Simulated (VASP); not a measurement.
CdTe (hsec): single point with HSE06

**Measured values to compare with.**

A printed reference work, data compilation reports, for a bulk crystal of CdTe at 0 K: band gap 1.607 eV.

The system is CdTe (hsec).

```
Cd Te
1.0
     0.00000    3.28202    3.28202
     3.28202    0.00000    3.28202
     3.28202    3.28202    0.00000
Cd Te
1 1
Direct
  0.00000 0.00000 0.00000
  0.25000 0.25000 0.25000
```

* Program: VASP 6.6.1
* Task: single point
* Functional: HSE06
* Potentials or basis: VASP PAW PBE potentials, release 64 (Cd, Te)
* Cutoff: 520 eV
* k mesh: 6 × 6 × 6
* Occupations: gaussian, width 0.02 eV
* Spin: no spin polarisation
* Dipole correction: no
* Grid for exact exchange (PRECFOCK): Normal
* Further INCAR settings: ALGO = Normal; EDIFF = 1e-06; NBANDS = 16
* Screening parameter: 0.2079 1/Å

The pressure is 0.0 GPa. The band gap on the k mesh is 1.42 eV, direct.

Levels at points of the mesh, in eV from the valence-band top:
| k point | band 7 | band 8 | band 9 | band 10 | band 11 | band 12 |
| --- | --- | --- | --- | --- | --- | --- |
| (0.00, 0.00, 0.00) | 0.00 | 0.00 | 0.00 | 1.42 | 5.49 | 5.49 |
| (0.50, 0.00, 0.00) | -4.51 | -0.77 | -0.77 | 2.57 | 6.06 | 6.06 |
| (0.50, 0.50, 0.00) | -4.41 | -1.87 | -1.87 | 3.35 | 3.47 | 9.74 |

Run time: 31 min on 1 thread of Intel(R) Xeon(R) 6975P-C (Granite Rapids), on a shared host, peak memory 0.35 GiB.

A measured gap of CdTe is 1.607 eV (0 K; a printed reference work, data compilation); the calculated 1.42 eV misses it by -0.19 eV. Spin-orbit coupling on Cd, Te is left out. The value is that of HSE06, without temperature or zero-point motion.

Caveat: the PAW data sets were made with another functional, which shifts forces and pressure a little; spin-orbit coupling is left out, which moves the levels of the heavy elements.
